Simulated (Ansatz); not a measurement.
# A defect in a wire: Pd wire along [110], 3 atoms a period, Sn in place of one Pd

Wanted: the relaxed defect and the transmission past it, beside the channels of the perfect wire.

Calculated with Ansatz 0.2.0; DFT PBE, plane waves, PAW; relaxation of a wire's period, in the first sound run; inputs show where later runs differ.

Most raw output is cut from this account.

## Step 1: Set-up

The cell holds 3 atoms: 3 Pd. Its edges and angles: a = 8.770 Å, b = 9.586 Å, c = 2.786 Å, α = 90.0°, β = 90.0°, γ = 90.0°. Vacuum lies along a and b. The structure's axis is c.

## Step 2: Relaxing the period

Band widths follow the bond lengths, so the wire is relaxed first. The atoms and the third cell vector are free; the box across stays fixed as vacuum. Moments are seeded so that a magnetic state can form if it lies lower. A Fermi-Dirac smearing is set since the result may be a metal. The pressure printed is a third of the stress's trace over the whole box, vacuum included; only the stress along the axis is relaxed.

File input.yaml:

```yaml
crystal:
  lattice:
    - [8.77, 0.0, 0.0]
    - [0.0, 9.586, 0.0]
    - [0.0, 0.0, 2.7860007179]
  atoms:
    - { symbol: Pd, position: [0.387685291, 0.645316161, 0.0], spin: 0.48 }
    - { symbol: Pd, position: [0.387685291, 0.354683914, 0.0], spin: 0.48 }
    - { symbol: Pd, position: [0.612314709, 0.500000037, 0.5], spin: 0.48 }
magnetization:
  spin_polarized: true
kpoints:
  mp_grid: { grid: [1, 1, 29] }
scf:
  occupations: { method: fermi_dirac, width: 0.05 }
hamiltonian:
  xc: pbe
relax:
  cell: { fix: [a, b, alpha, beta, gamma] }
  max_steps: 60
```

Run with:

```
ansatz run input.yaml --threads 8 --pin off --max-ram 16384MiB --backend cpu --events-out ev --progress --plain --runs-dir out
```

The job ended after 25 s (8 threads of Arm Neoverse V2, shared host; peak memory 0.75 GiB).

Relaxation path:

| step | energy less that of the first step (eV) | largest force component (eV/Å) | pressure (GPa) | volume (Å³) |
| --- | --- | --- | --- | --- |
| 1 | 0.0000 | 0.9783 | -2.20 | 234.22 |
| 2 | -0.0822 | 1.8574 | 1.80 | 223.02 |
| 3 | -0.2845 | 0.3025 | -0.70 | 222.33 |
| 4 | -0.3075 | 0.0490 | -0.13 | 219.12 |
| 5 | -0.3091 | 0.0047 | -0.05 | 218.09 |
| 6* | -0.3066 | 0.0050 | -0.04 | 218.09 |

Relaxation steps marked * repeat the geometry before them on a plane-wave basis chosen anew for their cell, so energy and pressure can jump there.

Forces are held to the 4 operations that the run works with; a distortion that breaks them can't arise in this run.

| cell as run | before | after | change |
| --- | --- | --- | --- |
| c (Å) | 2.786 | 2.594 | -6.9 % |

The atoms that moved most (Å, along periodic axes as changes of fractional coordinates times the final cell, across vacuum about the mean position):

| atom | dx | dy | dz | length |
| --- | --- | --- | --- | --- |
| Pd1 | -0.013 | -0.102 | 0.000 | 0.103 |
| Pd2 | -0.013 | 0.102 | 0.000 | 0.103 |
| Pd3 | 0.026 | 0.000 | 0.000 | 0.026 |

Final coordinates:

```xyz
3
Lattice="8.7700 0.0000 0.0000 0.0000 9.5860 0.0000 0.0000 0.0000 2.5942" Properties=species:S:1:pos:R:3
Pd    3.3870    6.0839    0.0000
Pd    3.3870    3.5021    0.0000
Pd    5.3959    4.7930    1.2971
```

This step gave:

* energy at zero smearing: -20914.5708 eV
* cell length along the wire: 2.594 Å

The cell's length comes to 2.594 Å with no moment.

## Step 3: Bands of the perfect wire

This step: DFT PBE, plane waves, PAW; channels and complex bands of a perfect wire (Ansatz 0.2.0).

At the relaxed period the Bloch states of the perfect wire are found at each energy: those that move forward count the open channels, and those that decay describe how a disturbance dies away inside the wire itself. An energy step of 0.05 eV is too coarse for the program's thermal average, and saves time.

File input.yaml:

```yaml
crystal:
  lattice:
    - [8.77, 0.0, 0.0]
    - [0.0, 9.586, 0.0]
    - [0.0, 0.0, 2.5941550949]
  atoms:
    - { symbol: Pd, position: [0.386206698, 0.634669844, 0.0] }
    - { symbol: Pd, position: [0.386206698, 0.365330156, 0.0] }
    - { symbol: Pd, position: [0.615271894, 0.5, 0.5] }
kpoints:
  mp_grid: { grid: [1, 1, 31] }
scf:
  occupations: { method: fermi_dirac, width: 0.05 }
hamiltonian:
  xc: pbe
output:
  transmission:
    e_range: [-1.5, 1.5]
    de: 0.05
    kmesh: [1, 1]
    reduced_basis: true
    leads: [[0, 0]]
basis:
  ecutwfc: "340 eV"
```

Wall time 19 s (8 threads); peak memory 1.1 GiB.

This step gave:

* energy at zero smearing: -20914.5112 eV
* channels at the energy nearest the Fermi level, one spin: 4
* band gap: 0 eV

Table of open channels of the lead, one spin by energy, zero at the Fermi level:

| energy (eV) | open channels of the lead, one spin |
| --- | --- |
| -1.50 | 6 |
| -1.35 | 6 |
| -1.20 | 6 |
| -1.05 | 6 |
| -0.95 | 4 |
| -0.80 | 5 |
| -0.65 | 8 |
| -0.50 | 8 |
| -0.35 | 5 |
| -0.20 | 6 |
| -0.05 | 6 |
| 0.00 | 4 |
| 0.05 | 4 |
| 0.20 | 4 |
| 0.35 | 2 |
| 0.50 | 2 |
| 0.65 | 3 |
| 0.80 | 3 |
| 0.95 | 3 |
| 1.05 | 3 |
| 1.20 | 3 |
| 1.35 | 3 |
| 1.50 | 3 |

The slowest values at each energy, most degenerate partners merged, listed up to 1.5 1/Å. The Im kz of the slowest decaying states by energy, zero at the Fermi level:

| energy (eV) | decay 1 (Å⁻¹) | decay 2 (Å⁻¹) | decay 3 (Å⁻¹) | decay 4 (Å⁻¹) |
| --- | --- | --- | --- | --- |
| -1.400 | 0.0454 | 0.329 | 0.330 | 0.659 |
| -1.200 | 0.0758 | 0.105 | 0.276 | 0.299 |
| -1.000 | 0.0415 | 0.173 | 0.182 | 0.251 |
| -0.800 | 0.0200 | 0.122 | 0.169 | 0.218 |
| -0.600 | 0.0542 | 0.362 | 0.451 | 0.802 |
| -0.400 | 0.0130 | 0.129 | 0.133 | 0.216 |
| -0.200 | 0.126 | 0.183 | 0.260 | 0.356 |
| 0.000 | 0.0173 | 0.0987 | 0.203 | 0.342 |
| 0.200 | 0.113 | 0.197 | 0.219 | 0.364 |
| 0.400 | 0.0483 | 0.121 | 0.167 | 0.171 |
| 0.600 | 0.0635 | 0.155 | 0.185 | 0.225 |
| 0.800 | 0.214 | 0.236 | 0.260 | 0.381 |
| 1.000 | 0.230 | 0.284 | 0.295 | 0.383 |
| 1.200 | 0.236 | 0.300 | 0.344 | 0.383 |
| 1.400 | 0.234 | 0.310 | 0.378 | 0.387 |

At the computed energy nearest the Fermi level there are 4 channels a spin.

## Step 4: Relaxing the junction

This step: DFT PBE, plane waves, PAW; relaxation of a junction in a wire, ends held (Ansatz 0.2.0).

System of this step: Pd wire along [110], 3 atoms a period, Sn in place of one Pd. The cell holds 27 atoms: 26 Pd and 1 Sn. Its edges and angles: a = 8.770 Å, b = 9.586 Å, c = 23.347 Å, α = 90.0°, β = 90.0°, γ = 90.0°. Regions: held atoms, 18 atoms (18 Pd); free atoms, 9 atoms (8 Pd and 1 Sn). Vacuum lies along a and b. The structure's axis is c.

9 atoms at the defect are free to relax, while 18 stay where the perfect wire has them, so that the ends still repeat as a lead. The cutoff is set under the files' recommended one to save time.

File input.yaml:

```yaml
crystal:
  lattice:
    - [8.77, 0.0, 0.0]
    - [0.0, 9.586, 0.0]
    - [0.0, 0.0, 23.3473958538]
  atoms:
    - { symbol: Pd, position: [0.386206698, 0.634669844, 0.0] }
    - { symbol: Pd, position: [0.386206698, 0.365330156, 0.0] }
    - { symbol: Pd, position: [0.615271894, 0.5, 0.055555556] }
    - { symbol: Pd, position: [0.386206698, 0.634669844, 0.111111111] }
    - { symbol: Pd, position: [0.386206698, 0.365330156, 0.111111111] }
    - { symbol: Pd, position: [0.615271894, 0.5, 0.166666667] }
    - { symbol: Pd, position: [0.386206698, 0.634669844, 0.222222222] }
    - { symbol: Pd, position: [0.386206698, 0.365330156, 0.222222222] }
[... 15 atom lines left out ...]
    - { symbol: Pd, position: [0.615271894, 0.5, 0.833333333] }
    - { symbol: Pd, position: [0.386206698, 0.634669844, 0.888888889] }
    - { symbol: Pd, position: [0.386206698, 0.365330156, 0.888888889] }
    - { symbol: Pd, position: [0.615271894, 0.5, 0.944444444] }
magnetization:
  spin_polarized: true
kpoints:
  mp_grid: { grid: [1, 1, 1] }
scf:
  occupations: { method: fermi_dirac, width: 0.1 }
hamiltonian:
  xc: pbe
relax:
  constraints:
    - { sites: [0, 1, 2, 3, 4, 5, 6, 7, 8, 18, 19, 20, 21, 22, 23, 24, 25, 26] }
  f_tol: 0.07
  max_steps: 30
basis:
  ecutwfc: "340 eV"
```

Elapsed: 21 s, on 8 threads; peak memory 2.4 GiB; 2.6 min of CPU time.

The steps of the relaxation:

| step | energy less that of the first step (eV) | largest force component (eV/Å) |
| --- | --- | --- |
| 1 | 0.0000 | 0.4326 |
| 2 | -0.0450 | 0.1869 |
| 3 | -0.0501 | 0.0179 |

The atoms that moved most (Å):

| atom | dx | dy | dz | length |
| --- | --- | --- | --- | --- |
| Pd12 | 0.057 | 0.000 | 0.023 | 0.061 |
| Pd18 | 0.047 | 0.000 | -0.025 | 0.053 |
| Pd14 | -0.027 | 0.006 | -0.025 | 0.037 |
| Pd13 | -0.027 | -0.006 | -0.025 | 0.037 |
| Pd16 | -0.031 | -0.006 | 0.008 | 0.032 |
| Pd17 | -0.031 | 0.006 | 0.008 | 0.032 |
| Sn15 | 0.029 | 0.000 | -0.002 | 0.029 |
| Pd10 | 0.013 | -0.009 | -0.018 | 0.024 |

This step gave:

```
energy at zero smearing : -187284.4894 eV
```

The largest force component on a free atom ends at 0.018 eV/Å, under the limit of 0.07. Sn ends nearest to Pd at 2.57 Å, Pd at 2.57 Å, Pd at 2.76 Å, Pd at 2.76 Å, Pd at 2.77 Å and Pd at 2.77 Å.

## Step 5: The open system

This step: DFT PBE, plane waves, PAW; transmission of a junction in a wire (Ansatz 0.2.0).

The cell is now read as a scatterer between two semi-infinite leads, named by two sites one period apart. The scattering states in its self-consistent potential are matched to the leads' states at each energy. One point across is taken, as for a wire in vacuum.

File input.yaml:

```yaml
crystal:
  lattice:
    - [8.77, 0.0, 0.0]
    - [0.0, 9.586, 0.0]
    - [0.0, 0.0, 23.3473958538]
  atoms:
    - { symbol: Pd, position: [0.386206698, 0.634669844, 0.0] }
    - { symbol: Pd, position: [0.386206698, 0.365330156, 0.0] }
    - { symbol: Pd, position: [0.615271894, 0.5, 0.055555556] }
    - { symbol: Pd, position: [0.386206698, 0.634669844, 0.111111111] }
    - { symbol: Pd, position: [0.386206698, 0.365330156, 0.111111111] }
    - { symbol: Pd, position: [0.615271894, 0.5, 0.166666667] }
    - { symbol: Pd, position: [0.386206698, 0.634669844, 0.222222222] }
    - { symbol: Pd, position: [0.386206698, 0.365330156, 0.222222222] }
[... 15 atom lines left out ...]
    - { symbol: Pd, position: [0.615271894, 0.5, 0.833333333] }
    - { symbol: Pd, position: [0.386206698, 0.634669844, 0.888888889] }
    - { symbol: Pd, position: [0.386206698, 0.365330156, 0.888888889] }
    - { symbol: Pd, position: [0.615271894, 0.5, 0.944444444] }
kpoints:
  mp_grid: { grid: [1, 1, 4] }
scf:
  occupations: { method: fermi_dirac, width: 0.05 }
hamiltonian:
  xc: pbe
output:
  transmission:
    e_range: [-1.5, 1.5]
    de: 0.05
    kmesh: [1, 1]
    reduced_basis: true
    leads: [[24, 0]]
  dos: { projected: true, e_range: [-4, 3] }
  write_potential: true
  write_density: true
  volumetric_format: npy
  elf: true
basis:
  ecutwfc: "340 eV"
```

Wall time 1.9 min (8 threads); peak memory 4.4 GiB; 11 min of CPU time.

Numbers from this step:

```
energy at zero smearing                                      : -187284.5834 eV
transmission at the energy nearest the Fermi level, one spin : 2.274
step of the lead's Hamiltonian                               : 22.1 meV
```

Transmission, one spin against energy, zero at the Fermi level:

| energy (eV) | transmission, one spin |
| --- | --- |
| -1.50 | 4.46 |
| -1.35 | 4.04 |
| -1.25 | 5.39 |
| -1.20 | 4.62 |
| -1.10 | 4.98 |
| -1.05 | 4.16 |
| -0.95 | 3.18 |
| -0.85 | 4.47 |
| -0.80 | 3.39 |
| -0.75 | 5.13 |
| -0.65 | 4.76 |
| -0.50 | 3.95 |
| -0.35 | 2.87 |
| -0.20 | 3.17 |
| -0.10 | 3.85 |
| -0.05 | 3.44 |
| 0.00 | 2.27 |
| 0.05 | 2.30 |
| 0.20 | 1.96 |
| 0.35 | 1.92 |
| 0.50 | 1.30 |
| 0.65 | 1.52 |
| 0.80 | 1.71 |
| 0.95 | 1.90 |
| 1.05 | 2.00 |
| 1.20 | 2.11 |
| 1.35 | 2.15 |
| 1.50 | 2.12 |

Open channels of the lead, one spin against energy, zero at the Fermi level:

energy (eV), open channels of the lead, one spin and a bar from the least value:
```
    -1.50       6.00 ####################
    -1.35       6.00 ####################
    -1.20       6.00 ####################
    -1.05       5.00 ###############
    -0.95       6.00 ####################
    -0.80       5.00 ###############
    -0.65       8.00 ##############################
    -0.50       8.00 ##############################
    -0.35       5.00 ###############
    -0.20       6.00 ####################
    -0.05       5.00 ###############
     0.00       4.00 ##########
     0.05       4.00 ##########
     0.20       3.00 #####
     0.35       2.00 
     0.50       2.00 
     0.65       3.00 #####
     0.80       3.00 #####
     0.95       3.00 #####
     1.05       3.00 #####
     1.20       3.00 #####
     1.35       3.00 #####
     1.50       3.00 #####
```

Projected DOS an atom over height of the atomic layer and energy from the Fermi level.  broadened by a Gaussian of 0.15 eV, since few k-points sample the long cell.

Ten even steps from '_' (0.03 states/eV) to '@' (5.26 states/eV), each cell a mean:
```
__________________..________________
__________________..________________
__________________..________________
__________________..________________
..__..__..__..__..::..__..__..__..__
::::::::::::::....::....::::::::::::
======++==**==--::::::--==**==++====
++++++++++##**++--..--++**##++++++++
##@@##@@##@@####++__++##%%@@##@@##@@
**%%**%%**##++%%**__**%%++##**%%**%%
====++--==--==++**__**====--==--====
----------::----==__==----::--------
------::--::----==..==--------::----
--::--::--::--====..====--::--::==::
++--++==++--++====..==++++--++==++--
++==++==++========..========++==++==
--------------==++..++==------------
----------------==..==--------==----
--------------::--..--::::----------
::::::::::::::::--..--::::::::::::::
::::::::::::::::::..::::::::::::::::
----------::::..::..::..::::--------
```
Columns: height of the atomic layer (Å) from 0 to 22.1; rows upwards: energy from the Fermi level (eV) from -3.98 to 1.47.

Valence density in the ca plane at fractional y = 0.500, with atoms of Pd and Sn within 0.2 Å of it. It is the smooth field of the valence electrons, not physical close to the nuclei.

Ten steps, logarithmic in the rise over the least value, from '0' (0 e/Å³) to '9' (13 e/Å³), each cell a mean:
```
00000000000000000000000000000000000000000000
00000000000000000000000000000000000000000000
00000000000000000000000000000000000000000000
00000000000000000000000000000000000000000000
00000000000000000000000010000000000000000000
11111001111110112211111221111122110011111001
24543112354321235542223443222355421124542112
47886324788632368874235786423689742257875224
59997435899843489985336998534799953369996336
58997435899842479985336997434799853369996336
47885324688632357863234675323578642257875224
24443222344322234432222333222344322234443222
22222222222222222222222222222222222222222222
22112222211222221122222112222211122221112222
21112222211222221122322112222211122221112222
21111222111122211112221111222211122221112222
11111111111111111111211111121111111111111111
00000111000011100001110000111000001100000110
00000000000000000000000000000000000000000000
00000000000000000000000000000000000000000000
00000000000000000000000000000000000000000000
00000000000000000000000000000000000000000000
00000000000000000000000000000000000000000000
00000000000000000000000000000000000000000000
```
Columns run along c (16.0 Å, from fractional 0.13 to 0.81 of the cell), rows up along a (8.8 Å). Atoms in or near the plane, at fractional coordinates: Pd at (0.17, 0.62), Pd at (0.28, 0.62), Pd at (0.39, 0.62), Sn at (0.50, 0.62), Pd at (0.61, 0.62), Pd at (0.72, 0.62).

Electrostatic potential energy in the ca plane at fractional y = 0.500, with atoms of Pd and Sn within 0.2 Å of it. With pseudopotentials it is smooth inside the atoms' cores, unlike the true potential.

Ten even steps from '0' (-49 eV) to '9' (5 eV), each cell a mean:
```
99999999999999999999999999999999999999999999
99999999999999999999999999999999999999999999
99999999999999999999999999999999999999999999
99999999999999999999999999999999999999999999
99999999999999999999999999999999999999999999
99999999999999998899998888999998999999999999
87668998766899975578987656899765689987678998
62114897311489730027876886688410268862126886
40002785000168610005867999677200048830003884
50002785100168720015867998577200058830003884
73115897311489852247875776688521379862126886
87678999766899987789987667899877899987678998
99999999999999999999998888999999999999999999
99999989999998999999899999989999999999999999
99999889999988999999889999988999998899999889
99999999999999999999899999989999999999999999
99999999999999999999999999999999999999999999
99999999999999999999999999999999999999999999
99999999999999999999999999999999999999999999
99999999999999999999999999999999999999999999
99999999999999999999999999999999999999999999
99999999999999999999999999999999999999999999
99999999999999999999999999999999999999999999
99999999999999999999999999999999999999999999
```
Columns run along c (16.0 Å, from fractional 0.13 to 0.81 of the cell; values clipped at the 3rd and 97th percentile), rows up along a (8.8 Å). Atoms in or near the plane, at fractional coordinates: Pd at (0.17, 0.62), Pd at (0.28, 0.62), Pd at (0.39, 0.62), Sn at (0.50, 0.62), Pd at (0.61, 0.62), Pd at (0.72, 0.62).

(Continued in part 2 of 2.)

[Logs are printed without paths, hosts, clocks, repeated set-up lines and the standing remarks that a program may print on its own settings, such as how far it seeks lower states.]

[Hosts, paths, dates, database ids (printed as entryN), source tags and the programs' standing remarks are cut or masked in the printed files.]
